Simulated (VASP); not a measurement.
Input of a VASP 6.6.1 run:

Contents of INCAR:

```
PREC = Accurate
ENCUT = 520
EDIFF = 1E-6
ISMEAR = 0
SIGMA = 0.1
LREAL = F
LASPH = T
NELM = 100
ALGO = Fast
ISIF = 2
LWAVE = F
LCHARG = F
GGA = PS
NBANDS = 11
```

File KPOINTS:

```
Automatic mesh
0
Gamma
  21 21 6
```

POSCAR

```
C
1.0
    2.4538859239      0.0000000000      0.0000000000
   -1.2269429620      2.1251275481      0.0000000000
    0.0000000000      0.0000000000      8.0044480213
C
2
Direct
    0.3333333300      0.6666666700      0.0000000000
    0.6666666700      0.3333333300      0.0000000000
```

Potentials or basis: VASP PAW PBE potentials, release 64 (C).

Run with:

```console
$ cat potpaw_PBE.64/C/POTCAR > POTCAR
$ mpirun -np 1 vasp_std > vasp.out
```

Estimate the band gap on the k mesh.

none (metal or under the smearing width).
